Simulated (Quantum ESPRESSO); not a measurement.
Wanted: the native input for a Quantum ESPRESSO 7.5 run.

- Task: relaxation of cell and atoms
- Functional: PBEsol
- Potentials or basis: SSSP 1.3 efficiency PBE
- Cutoff: 939 eV
- Density cutoff: 3755 eV
- k mesh: 10 × 10 × 5
- Occupations: fermi-dirac, width 0.05 eV
- Spin: no spin polarisation
- Target pressure: 5 GPa
- Mixing beta: 0.5
- Most SCF iterations: 120
- SCF threshold: 4e-10 Ry
- Most ionic steps: 40
- Forc conv thr: 0.0004 Ry/bohr
- Etot conv thr: 1e-05 Ry
- Ion dynamics: bfgs
- Cell dynamics: bfgs
- Press conv thr: 0.3 kbar

Crystal: Hf.

```xyz
2
Lattice="3.1967 0.0000 0.0000 -1.5983 2.7684 0.0000 0.0000 0.0000 5.0578" Properties=species:S:1:pos:R:3 pbc="T T T"
Hf    1.5984    0.9228    3.7934
Hf    0.0000    1.8456    1.2645
```

These files were run (other wordings do the same):

pw.in

```
&CONTROL
  calculation = 'vc-relax'
  prefix = 'pwscf'
  outdir = './tmp'
  pseudo_dir = './pseudo'
  tprnfor = .true.
  tstress = .true.
  disk_io = 'low'
  nstep = 40
  forc_conv_thr = 0.0004
  etot_conv_thr = 1d-05
/
&SYSTEM
  ibrav = 0
  A = 3.1967
  nat = 2
  ntyp = 1
  ecutwfc = 69
  nbnd = 19
  input_dft = 'pbesol'
  occupations = 'smearing'
  smearing = 'fd'
  degauss = 0.00367493
/
&ELECTRONS
  conv_thr = 4d-10
  electron_maxstep = 120
  mixing_beta = 0.5
/
&IONS
  ion_dynamics = 'bfgs'
/
&CELL
  cell_dynamics = 'bfgs'
  press = 50
  press_conv_thr = 0.3
/
ATOMIC_SPECIES
Hf   178.4900 Hf-sp.oncvpsp.upf
CELL_PARAMETERS alat
   1.0000000000    0.0000000000    0.0000000000
  -0.5000000000    0.8660254038    0.0000000000
   0.0000000000    0.0000000000    1.5821941377
ATOMIC_POSITIONS alat
Hf     0.5000000000    0.2886751346    1.1866456033
Hf    -0.0000000001    0.5773502692    0.3955485344
K_POINTS automatic
10 10 5 0 0 0
```

Potentials or basis: SSSP 1.3 efficiency PBE.

The run is started by

```bash
$ OMP_NUM_THREADS=1 pw.x -in pw.in > pw.out
```

It gave:

```json
{
 "Relaxed volume": "20.83 Å³/atom",
 "Relaxed cell": "a = 3.121 Å, b = 3.121 Å, c = 4.937 Å, α = 90.00°, β = 90.00°, γ = 120.00°",
 "Space group after relaxing (to 0.05 Å)": "P6_3/mmc (No. 194)",
 "Energy change on relaxing (the enthalpy is what falls)": "+5.7 meV/atom",
 "Ionic steps": "6",
 "Pressure after relaxing": "5.0 GPa",
 "Band gap on the k mesh": "none (metal or under the smearing width)"
}
```

Caveat: the potentials were made for another functional, which shifts forces and pressure.

Run time: 4.6 min on 1 thread of Arm Neoverse N1, on a shared host, peak memory 0.09 GiB.
